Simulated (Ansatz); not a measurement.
# Li: response to strain

Li is deformed so: equal xy, yz and zx engineering shear strains of -1 %. What stress and forces result, by LAPW, PAW and all-electron datasets made for the crystal?

Method: DFT PBE, scalar-relativistic, in Ansatz 0.2.0.

## (1) The starting structure

The structure is cubic, space group Im-3m (No. 229). Conventional cell: a = 3.500 Å, b = 3.500 Å, c = 3.500 Å, α = 90.00°, β = 90.00°, γ = 90.00°. Li (site symmetry m-3m) is surrounded by 8 Li at 3.03 Å.

Structure file:

```cif
data_structure
_symmetry_space_group_name_H-M 'P 1'
_symmetry_Int_Tables_number 1
_cell_length_a 3.0311
_cell_length_b 3.0311
_cell_length_c 3.0311
_cell_angle_alpha 109.471
_cell_angle_beta 109.471
_cell_angle_gamma 109.471
_cell_volume 21.44
loop_
_atom_site_label
_atom_site_type_symbol
_atom_site_fract_x
_atom_site_fract_y
_atom_site_fract_z
_atom_site_occupancy
Li1 Li 0.00000 0.00000 0.00000 1
```

## (2) After the deformation

Space group Im-3m before, R-3m after.

## (3) Full-potential LAPW

The input, input.yaml:

```yaml
crystal:
  lattice:
    - [-1.7675, 1.75, 1.75]
    - [1.75, -1.7675, 1.75]
    - [1.75, 1.75, -1.7675]
  atoms:
    - { symbol: Li, position: [0.0, 0.0, 0.0] }
kpoints:
  mp_grid: { grid: [15, 15, 15] }
  band_path:
    path:
      - [0.0, 0.0, 0.0]
      - [0.0, 0.0, 0.5]
      - [-0.5, 0.5, 0.5]
      - [-0.7524689983, 0.2475310017, 0.2475310017]
      - [0.2475310017, 0.2475310017, 0.2475310017]
      - [0.0, 0.0, 0.0]
      - [-0.5, 0.0, 0.5]
    npoints: 5
scf:
  occupations: { method: fermi_dirac, width: 0.08 }
hamiltonian:
  xc: pbe
  pseudopotentials: { kind: all_electron, lapw: { basis_error: 0.00025 } }
output:
  forces: true
  stress: true
  eigenvalues: true
```

On the command line:

```sh
ansatz run input.yaml --threads 1 --pin off --max-ram 3072MiB --backend cpu --events-out ev --progress --plain --runs-dir out
```

## (4) PAW with frozen cores

The input, input.yaml:

```yaml
crystal:
  lattice:
    - [-1.7675, 1.75, 1.75]
    - [1.75, -1.7675, 1.75]
    - [1.75, 1.75, -1.7675]
  atoms:
    - { symbol: Li, position: [0.0, 0.0, 0.0] }
kpoints:
  mp_grid: { grid: [15, 15, 15] }
scf:
  occupations: { method: fermi_dirac, width: 0.08 }
hamiltonian:
  xc: pbe
  pseudopotentials: { kind: paw }
output:
  forces: true
  stress: true
  eigenvalues: true
  efg: { contact_densities: true }
```

## (5) All-electron PAW on datasets made for the crystal

Edit input.yaml of step 4 so:

```diff
@@ -13,3 +13,3 @@
   xc: pbe
-  pseudopotentials: { kind: paw }
+  pseudopotentials: { kind: all_electron, datasets: crystal }
 output:
```

(Steps that only read results are left out.)

Before running it: what results should come out? Wanted: pressure; largest shear or deviatoric stress.

**Answer**, as computed:

| quantity | value |
| --- | --- |
| pressure | LAPW -0.70, PAW -0.71, crystal datasets -0.70 GPa |
| largest shear or deviatoric stress (LAPW) | 0.11 GPa |

What this shows: The largest part of the stress beyond the pressure is 0.11 GPa in size. No run of the undeformed cell stands beside it, so the pressure holds what the given cell had before the change. PAW: stress within 0.01 GPa of LAPW. Crystal datasets: stress within 0.01 GPa of LAPW.
